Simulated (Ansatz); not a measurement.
Two Ansatz runs on Os

The cell comes from COD entry 1534943, which wasn't checked; take it as a given geometry.

First run: DFT, PBE, all-electron LAPW, scalar-relativistic (Ansatz 0.2.0).

Command: `ansatz run input.yaml --threads 1 --pin off --max-ram 2048MiB --backend cpu --events-out ev --progress --plain --runs-dir out` The run took 21 s on 1 thread of Arm Neoverse V2, with other jobs on the host, peak memory 0.38 GiB.

```yaml
crystal:
  lattice:
    - [0.0, 1.945, 1.945]
    - [1.945, 0.0, 1.945]
    - [1.945, 1.945, 0.0]
  atoms:
    - { symbol: Os, position: [0.0, 0.0, 0.0] }
kpoints:
  mp_grid: { grid: [14, 14, 14] }
  band_path:
    path:
      - [0.0, 0.0, 0.0]
      - [0.5, 0.0, 0.5]
      - [0.625, 0.25, 0.625]
      - [0.375, 0.375, 0.75]
      - [0.0, 0.0, 0.0]
      - [0.5, 0.5, 0.5]
      - [0.5, 0.25, 0.75]
      - [0.5, 0.0, 0.5]
    npoints: 14
scf:
  occupations: { method: fermi_dirac, width: 0.03 }
hamiltonian:
  xc: pbe
  pseudopotentials: { kind: all_electron, lapw: { basis_error: 0.00025 } }
output:
  forces: true
  stress: true
  eigenvalues: true
  fatbands: true
  populations: true
  dos: { projected: true, de: 0.2, e_range: [-14, 8] }
```

Result: converged; pressure -9.43 GPa; no gap on the k mesh; 8 SCF iterations.

Spin–orbit coupling is left out, though it moves levels of the heavy atoms by tenths of an eV or more.

A second run of a changed input logged this at its end:

```
  k-point 0: bands = ["-84.8531", "-45.4594", "-45.4510", "-45.4510", "-45.4510", "-45.4442", "-45.4442", "-45.4442", "-44.2967", "-44.2967", "-44.2967", "-1.3588", "-0.1429", "-0.1429", "-0.1429", "-0.0581", "-0.0581", "7.0729", "7.0729"]
  k-point 1: bands = ["-84.8531", "-45.4594", "-45.4510", "-45.4510", "-45.4510", "-45.4442", "-45.4442", "-45.4442", "-44.2967", "-44.2967", "-44.2967", "-1.3237", "-0.1440", "-0.1389", "-0.1389", "-0.0587", "-0.0587", "6.5606", "7.0375"]
  k-point 2: bands = ["-84.8531", "-45.4594", "-45.4510", "-45.4510", "-45.4510", "-45.4442", "-45.4442", "-45.4442", "-44.2967", "-44.2967", "-44.2967", "-1.2215", "-0.1450", "-0.1296", "-0.1296", "-0.0584", "-0.0584", "5.7179", "6.9425"]
  k-point 103: bands = ["-84.8531", "-45.4594", "-45.4510", "-45.4510", "-45.4510", "-45.4442", "-45.4442", "-45.4442", "-44.2968", "-44.2968", "-44.2967", "-0.1810", "-0.1575", "-0.0972", "-0.0805", "0.0273", "0.1540", "3.7550", "4.1758"]
--- Löwdin populations: 1 site ---
  site symbol       q [e]
     0     Os     75.9802
  spilling = 0.000260 (of n_electrons = 76.000000)
```

**Question.** What was wrong with the input?

**Answer.** A lattice typed in bohr, by this change (others could give a like log):
```diff
@@ -1,7 +1,7 @@
 crystal:
   lattice:
-    - [0.0, 1.945, 1.945]
-    - [1.945, 0.0, 1.945]
-    - [1.945, 1.945, 0.0]
+    - [0.0, 3.67551726, 3.67551726]
+    - [3.67551726, 0.0, 3.67551726]
+    - [3.67551726, 3.67551726, 0.0]
   atoms:
     - { symbol: Os, position: [0.0, 0.0, 0.0] }
@@ -21,4 +21,5 @@
 scf:
   occupations: { method: fermi_dirac, width: 0.03 }
+  max_iter: 60
 hamiltonian:
   xc: pbe
@@ -28,6 +29,4 @@
   stress: true
   eigenvalues: true
-  fatbands: true
   populations: true
-  dos: { projected: true, de: 0.2, e_range: [-14, 8] }
```
